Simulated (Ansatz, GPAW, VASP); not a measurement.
NiO: programs and potentials compared

```
Ni O
1.0
     0.00000    2.08590    2.08590
     2.08590    0.00000    2.08590
     2.08590    2.08590    0.00000
Ni O
1 1
Cartesian
  0.0000 0.0000 0.0000
  2.0859 2.0859 2.0859
```

Alike in all runs: task single point; functional PBE; k mesh 11 × 11 × 11; occupations gaussian, width 0.012 eV; collinear spin, ferromagnetic start; no spin-orbit coupling. The measured crystal is an antiferromagnetic insulator; the state found here is the runs' own. Pressure is positive in compression and, in plane waves, holds the error of the finite cutoff.

| program and potentials | plane-wave cutoff (eV) | notes | pressure (GPa) | net moment per atom (μB) |
| --- | --- | --- | --- | --- |
| GPAW, GPAW PAW data sets (gpaw-data 1.2.1) | 800 | 11 valence electrons an atom on average; this data set often lies off other programs | 10.22 | 0.89 |
| Ansatz, all-electron LAPW, scalar-relativistic | - | - | 6.62 | 0.91 |
| VASP, PBE PAW files Ni, O, 520 eV | 520 | 8 valence electrons an atom on average | 6.08 | 0.89 |

The pressure spans 6.08 (VASP, PBE PAW files Ni, O, 520 eV) to 10.22 GPa (GPAW, GPAW PAW data sets (gpaw-data 1.2.1)), with all-electron results at 6.62. The net moment per atom spans 0.89 (VASP, PBE PAW files Ni, O, 520 eV) to 0.91 μB (Ansatz, all-electron LAPW, scalar-relativistic), with all-electron results at 0.91. The state is the one that the start led to, which needn't be the lowest.

Differences between rows come from potentials, basis sets and numerical settings, since the functional is the same but for its coding. Runs on potential files found faulty are left out.
